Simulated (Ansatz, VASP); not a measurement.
Os in VASP and in Ansatz

File INCAR:

```
SYSTEM = Os
PREC = Accurate
ENCUT = 520
EDIFF = 1E-6
ISMEAR = -1
SIGMA = 0.1
LREAL = .False.
LASPH = .True.
NELM = 60
ALGO = Normal
ISIF = 2
LWAVE = .False.
LCHARG = .False.
GGA = PS
NBANDS = 10
```

KPOINTS

```
Automatic mesh
0
Gamma
  15 15 15
  0 0 0
```

File POSCAR:

```
Os
1.0
    2.4439752485      0.0000000000      0.0000000000
    0.0000000000      2.4439752485      0.0000000000
    0.0000000000      0.0000000000      2.4439752485
Os
1
Direct
    0.0000000000      0.0000000000      0.0000000000
```

Input for Ansatz:

```yaml
crystal:
  lattice:
    - [2.4439752485, 0.0, 0.0]
    - [0.0, 2.4439752485, 0.0]
    - [0.0, 0.0, 2.4439752485]
  atoms:
    - { symbol: Os, position: [0.0, 0.0, 0.0] }
kpoints:
  mp_grid: { grid: [15, 15, 15] }
scf:
  occupations: { method: fermi_dirac, width: 0.1 }
hamiltonian:
  xc: pbesol
  pseudopotentials: { kind: all_electron, lapw: { basis_error: 0.001 } }
output:
  forces: true
  stress: true
  eigenvalues: true
  populations: true
```

Change from the starting cell: volume scaled by 0.9, LAPW.

Alike in both runs: task single point; functional PBEsol; k mesh 15 × 15 × 15; occupations fermi-dirac, width 0.1 eV; no spin polarisation.

|  | VASP | Ansatz |
| --- | --- | --- |
| version | VASP 6.6.1 | Ansatz 0.2.0 |
| potentials or method | VASP PAW PBE potentials, release 64 (Os) | all-electron LAPW, scalar-relativistic |
| plane-wave cutoff (eV) | 520 | see its input |

```tsv
	VASP	Ansatz	Ansatz less VASP
pressure (GPa)	40.9	39.8	-1.12
```

Ansatz ran all-electron here, so the differences hold the error of VASP's frozen core and of both bases.

Caveats: so large a pressure means that the cell lies far from this level's equilibrium, or that cutoff or potentials fall short (VASP); the potentials were made for another functional, which shifts forces and pressure (VASP). The runs have no spin-orbit coupling, so splittings on Os are missing.
